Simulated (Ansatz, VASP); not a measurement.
AgCl in VASP and in Ansatz

The input run.py:

```python
from ase.calculators.vasp import Vasp
from ase.dft.bandgap import bandgap
from ase.spacegroup import crystal

atoms = crystal(
    ['Ag', 'Cl'],
    basis=[[0.0, 0.0, 0.0], [0.5, 0.5, 0.5]],
    spacegroup=221,
    setting=1,
    cellpar=[3.433973, 3.433973, 3.433973, 90.0, 90.0, 90.0],
    primitive_cell=True,
)
calc = Vasp(
    directory='calc',
    xc='pbe',
    pp='PBE',
    setups='minimal',
    prec='Accurate',
    encut=500,
    ediff=1e-06,
    ismear=0,
    sigma=0.1,
    lreal=False,
    lasph=True,
    nelm=60,
    algo='Normal',
    isif=2,
    lwave=False,
    lcharg=False,
    kpts=[8, 8, 8],
    gamma=True,
    nbands=16,
)
atoms.calc = calc

print('energy (eV):', atoms.get_potential_energy())
print('free energy (eV):', atoms.get_potential_energy(force_consistent=True))
print('forces (eV/A):')
print(atoms.get_forces())
print('stress (eV/A^3, Voigt):', atoms.get_stress())
print('Fermi level (eV):', calc.get_fermi_level())
gap, top, bottom = bandgap(calc)
print('band gap (eV):', gap, 'from (spin, k, band)', top, 'to', bottom)
```

Contents of input.yaml:

```yaml
crystal:
  lattice:
    - [3.433973, 0.0, 0.0]
    - [0.0, 3.433973, 0.0]
    - [0.0, 0.0, 3.433973]
  atoms:
    - { symbol: Ag, position: [0.0, 0.0, 0.0] }
    - { symbol: Cl, position: [0.5, 0.5, 0.5] }
hamiltonian:
  xc: pbe
  pseudopotentials: { kind: paw }
kpoints:
  mp_grid: { grid: [8, 8, 8] }
scf:
  occupations: { method: gaussian, width: 0.1 }
output:
  forces: true
  stress: true
  eigenvalues: true
```

Measurements of this composition are mostly on another form, of space group No. 225.

Alike in both runs: task single point; functional PBE; k mesh 8 × 8 × 8; occupations gaussian, width 0.1 eV; no spin polarisation.

|  | VASP | Ansatz |
| --- | --- | --- |
| version | VASP 6.6.1 | Ansatz 0.2.0 |
| potentials or method | VASP PAW PBE potentials, release 64 (Ag, Cl) | Ansatz PAW |
| plane-wave cutoff (eV) | 500 | 420 |
| valence electrons in the cell | 18 | 26 |

VASP gave:

| Quantity | Value |
| --- | --- |
| gap on the k mesh at the Fermi level (eV) | 0.57 |
| least direct gap on the mesh (eV) | 2.08 |
| pressure (GPa) | -0.2 |

**Question.** What did Ansatz give for the same quantities?

**Answer.** gap on the k mesh at the Fermi level (eV): 0.57; least direct gap on the mesh (eV): 2.07; pressure (GPa): -0.1.

The functional is the same, so the differences come from potentials, cutoffs and numerics. The two sets of potentials don't hold the same shells in valence.

A k mesh can miss the band edges. As with any semilocal functional, this PBE gap is likely too small.
